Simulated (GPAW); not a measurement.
Runs of GPAW 26.7.0 on Bi. The structure is cubic, space group Im-3m (No. 229). The conventional cell has a = 3.963 Å, b = 3.963 Å, c = 3.963 Å, α = 90.00°, β = 90.00°, γ = 90.00°. Around Bi (site symmetry m-3m) lie 8 Bi at 3.43 Å. This isn't the form of Bi at room conditions, which is rhombohedral.

```tsv
task	level	potentials or basis	spin	cell	k mesh	smearing	optimizer	fmax	max steps	convergence	band path	gap on the mesh (eV)	pressure (GPa)	relaxed volume (Å³/atom)
relaxation of cell and atoms	LDA	the program's PAW data sets (release 1.2.1) made for this functional, pw	off	relaxed	9 × 9 × 9	fermi-dirac 0.05 eV	BFGS	0.02 eV/Å	40	density=1e-05 forces=0.0001	-	none	0.0	29.27
band structure	LDA	the program's PAW data sets (release 1.2.1) made for this functional, pw	off	as given	9 × 9 × 9	fermi-dirac 0.05 eV	-	-	-	-	GHNGPH,PN	-	-3.4	-
relaxation of cell and atoms	BLYP+D4	PAW data sets generated in the run's folder for this functional, pw	off	relaxed	9 × 9 × 9	fermi-dirac 0.05 eV	LBFGS	0.02 eV/Å	40	density=1e-05 forces=0.0001	-	none	0.0	-
band structure	RPBE	the program's PAW data sets (release 1.2.1) made for this functional, pw	off	as given	9 × 9 × 9	fermi-dirac 0.05 eV	-	-	-	-	GHNGPH,PN	-	2.2	-
relaxation of cell and atoms	RPBE	the program's PAW data sets (release 1.2.1) made for this functional, pw	off	relaxed	9 × 9 × 9	fermi-dirac 0.05 eV	BFGS	0.05 eV/Å	40	density=1e-05 forces=0.0001	-	none	0.1	32.36
relaxation of cell and atoms	revPBE+D4	the program's PAW data sets (release 1.2.1) made for this functional, pw	off	relaxed	9 × 9 × 9	fermi-dirac 0.05 eV	LBFGS	0.02 eV/Å	60	density=1e-05 forces=0.0001	-	none	0.0	(b)
relaxation of cell and atoms	BLYP+D3(BJ)	PAW data sets generated in the run's folder for this functional, pw	off	relaxed to 2 GPa	9 × 9 × 9	fermi-dirac 0.05 eV	LBFGS	0.02 eV/Å	60	density=1e-05 forces=0.0001	-	none	2.1	-
single point	RPBE	the program's PAW data sets (release 1.2.1) made for this functional, pw	off	as given	9 × 9 × 9	gaussian 0.1 eV	-	-	-	-	-	none	2.2	-
relaxation of cell and atoms	RPBE+D4	the program's PAW data sets (release 1.2.1) made for this functional, pw	off	relaxed	9 × 9 × 9	fermi-dirac 0.05 eV	LBFGS	0.02 eV/Å	60	density=1e-05 forces=0.0001	-	none	0.0	(a)
band structure	r2SCAN	GPAW PAW data sets (gpaw-data 1.2.1), pw	SOC, no magnetisation	as given	7 × 7 × 7	fermi-dirac 0.05 eV	-	-	-	-	GHNGPH,PN	-	1.1	-
relaxation of cell and atoms	PBEsol	PAW data sets generated in the run's folder for this functional, pw	off	relaxed	9 × 9 × 9	fermi-dirac 0.05 eV	BFGS	0.05 eV/Å	100	density=1e-05 forces=0.0001	-	none	0.0	29.95
relaxation of cell and atoms	revPBE	the program's PAW data sets (release 1.2.1) made for this functional, pw	off	relaxed to 5 GPa	9 × 9 × 9	fermi-dirac 0.05 eV	LBFGS	0.02 eV/Å	40	density=1e-05 forces=0.0001	-	none	5.0	-
```

Alike in all rows: cutoff (eV) 600.

Fill in the values left out.

(a) 29.81; (b) 29.94.

Caveats: spin-orbit coupling is left out, which moves the levels of the heavy elements (some runs); later steps reuse the first step's grids (some runs); pairwise dispersion overbinds metals, which lowers pressure and volume (some runs); the relaxation stopped at its first step, so nothing moved (some runs); spin-orbit coupling was added after a scalar SCF, so levels and gaps hold it while energy, forces, pressure and moments don't (some runs); this program's spin-orbit splittings come out too wide for heavy elements (some runs); the PAW data sets were made with another functional, which shifts forces and pressure a little (some runs).

A k mesh can miss the band edges, and rows without SOC leave out spin-orbit coupling on Bi.

A gap of «none» marks a metal or a gap under the smearing width.

Runs at the PBE level aren't shown here.
